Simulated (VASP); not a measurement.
## VASP inputs for InP (strained zincblende)

INCAR

```
ISIF = 2
NELM = 120
EDIFF = 1E-7
LASPH = .TRUE.
ALGO = Normal
ENCUT = 520
SIGMA = 0.01
LWAVE = .FALSE.
LREAL = .FALSE.
METAGGA = R2SCAN
PREC = Accurate
LCHARG = .FALSE.
IBRION = -1
ISMEAR = 0
NBANDS = 16
NSW = 0
```

KPOINTS

```
KPOINTS created by Atomic Simulation Environment
0
Gamma
8 8 8
0 0 0
```

KPOINTS_OPT

```
special points
6
Reciprocal
0.0000000000 0.0000000000 0.0000000000 1
-0.5000000000 -0.5000000000 0.0000000000 1
-0.3750000000 -0.3750000000 0.2500000000 1
-0.3750000000 0.0000000000 0.3750000000 1
0.0000000000 0.0000000000 0.5000000000 1
-0.5000000000 -0.2500000000 0.2500000000 1
```

POSCAR

```
In P
 1.0000000000000000
     0.0000000000000000    2.9537876505999998    2.8947118976000001
     2.9537876505999998    0.0000000000000000    2.8947118976000001
     2.9537876505999998    2.9537876505999998    0.0000000000000000
 In  P
   1   1
Cartesian
  0.0000000000000000  0.0000000000000000  0.0000000000000000
  1.4768938252999999  1.4768938252999999  1.4473559487999998
```

VASP ran with the recommended PBE PAW datasets (18 valence electrons in the cell).

Q: What does this run give?

A: gap between bands v and c 1.08 eV; least direct gap 1.08 eV; pressure 1.3 GPa.

Band v is the last that the valence electrons fill when counted band by band, and c is the next. Levels in eV from the top of v:

| point | v−1 | v | c | c+1 |
| --- | --- | --- | --- | --- |
| Γ | -0.10 | 0.00 | 1.08 | 4.36 |
| X | -2.54 | -2.54 | 1.87 | 2.36 |
| K | -3.46 | -2.03 | 2.63 | 4.75 |
| L | -1.13 | -1.00 | 1.79 | 5.03 |
| W | -3.11 | -3.05 | 4.47 | 4.67 |
